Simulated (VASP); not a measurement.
Set up this calculation in VASP 6.6.1, as the native input.

* Task: relaxation of the atoms
* Functional: PBE
* Potentials or basis: VASP PAW PBE potentials, release 64 (Hg, Te)
* Cutoff: 600 eV
* k mesh: 10 × 10 × 10
* Occupations: gaussian, width 0.03 eV
* Spin: no spin polarisation
* Further INCAR settings: ALGO = Normal; EDIFF = 1e-07; IBRION = 2; EDIFFG = -0.01; NSW = 40

The structure of HgTe (Coloradoite) lies in POSCAR:

```
HgTe                                    
1.0
    0.0000000000      3.3052656614      3.3052656614
    3.3052656614      0.0000000000      3.3052656614
    3.3052656614      3.3052656614     -0.0000000000
  Hg              Te            
     1     1
Direct
     1.0000000000000000    0.0000000000000000    1.0000000000000000
     0.2500000000000000    0.2500000000000000    0.2500000000000000
```

The cell isn't the ideal one: a relaxed cell with its volume scaled by 0.98.

The input as run:

INCAR

```
SYSTEM = HgTe
ALGO = Normal
EDIFF = 1E-7
EDIFFG = -0.01
ENCUT = 600
GGA = PE
IBRION = 2
ISIF = 2
ISMEAR = 0
LASPH = .True.
LCHARG = .False.
LREAL = .False.
LWAVE = .False.
NELM = 80
NSW = 40
PREC = Accurate
SIGMA = 0.03
```

KPOINTS

```
k-points
0
Gamma
  10 10 10
  0 0 0
```

Potentials or basis: VASP PAW PBE potentials, release 64 (Hg, Te).

Run with:

```bash
$ cat potpaw_PBE.64/Hg/POTCAR potpaw_PBE.64/Te/POTCAR > POTCAR
$ mpirun -np 1 vasp_std > vasp.out
```

Results of the run:

* Pressure after relaxing: 0.7 GPa
* Band gap on the k mesh: none (metal or under the smearing width)

Caveat: the relaxation stopped at its first step, so nothing moved.

Wall time 46 s on 1 thread of Intel(R) Xeon(R) Platinum 8259CL CPU @ 2.50GHz (Skylake/Cascade Lake) (shared host), peak memory 0.27 GiB.
